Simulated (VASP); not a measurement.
A run of VASP 6.6.1:

File INCAR:

```
SYSTEM = Sb
PREC     = Accurate       ! precision mode
ENCUT    = 520            ! plane-wave cutoff, eV
EDIFF    = 1E-7           ! SCF threshold, eV
ISMEAR   = 0              ! smearing method
SIGMA    = 0.05           ! smearing width, eV
LREAL    = .FALSE.        ! projectors in reciprocal space
LASPH    = .TRUE.         ! aspherical terms in the spheres
NELM     = 100            ! most SCF steps
ALGO     = Normal         ! electronic algorithm
ISIF     = 2              ! what is computed and relaxed
LWAVE    = .FALSE.        ! write WAVECAR
LCHARG   = .FALSE.        ! write CHGCAR
METAGGA  = R2SCAN         ! meta-GGA
LMIXTAU  = .TRUE.       
IBRION   = 2              ! ionic algorithm
NSW      = 40             ! ionic steps
EDIFFG   = -0.02          ! ionic threshold
```

Contents of KPOINTS:

```
Automatic mesh
0
G
  9 9 9
  0 0 0
```

The input POSCAR:

```
Sb
1.0
   -1.5182150000      1.6127730000      2.7269210000
    1.6113560000     -1.6504040000      2.8029420000
    1.4466240000      1.5788130000     -2.7487970000
Sb
1
Direct
   -0.0027470000     -0.0016110000     -0.0030110000
```

Potentials or basis: VASP PAW PBE potentials, release 64 (Sb).

The run is started by

```bash
$ cat potpaw_PBE.64/Sb/POTCAR > POTCAR
$ mpirun -np 1 vasp_std > vasp.out
```

Hardware: 1 thread of Intel(R) Xeon(R) Platinum 8488C (Sapphire Rapids), on a shared host.

Task: How long does it take, and how much memory?

Result: Wall time 4 min on 1 thread of Intel(R) Xeon(R) Platinum 8488C (Sapphire Rapids), with other jobs on the host, peak memory 0.22 GiB. Counts: scf iterations 19, k points 365, ion steps 1.
